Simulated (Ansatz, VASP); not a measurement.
**Two plane-wave programs on CoO**

```
Co O
1.0
     0.00000    2.13550    2.13550
     2.13550    0.00000    2.13550
     2.13550    2.13550    0.00000
Co O
1 1
Direct
  0.00000 0.00000 0.00000
  0.50000 0.50000 0.50000
```

Alike in both runs: functional PBE; k mesh 16 × 16 × 16; occupations gaussian, width 0.1 eV; collinear spin; Hubbard terms Co d U = 3.32 eV.

Ansatz relaxed the structure, and its values are those at the end. VASP's run is a single point on that final structure, the one shown.

```csv
,VASP,Ansatz
version,VASP 6.6.1,Ansatz 0.2.0
potentials or method,"VASP PAW PBE potentials, release 64 (Co, O)","scalar-relativistic, plane waves, PAW"
plane-wave cutoff (eV),520,420
valence electrons in the cell,15,23
```

```csv
,VASP,Ansatz,Ansatz less VASP
gap on the k mesh at the Fermi level (eV),none,none,-
pressure (GPa),-3.1,0.0,+3.17
net moment per atom (μB),1.50,1.46,-0.043
size of the moment on the site where the two differ most (μB),2.73,2.54,-0.192
```

Site moments also hang on the region over which each program counts them. The programs project onto different local orbitals, so the same U acts differently. A gap of «none» marks a metal or a gap that the smearing closes. The two sets of potentials don't hold the same shells in valence. Ansatz warned: «filled_band_counts_differ_across_k_points».

Caveats: a cell with one magnetic atom can't hold antiferromagnetic order, which such compounds often take. The state reached can hang on the start; a lower one may exist.
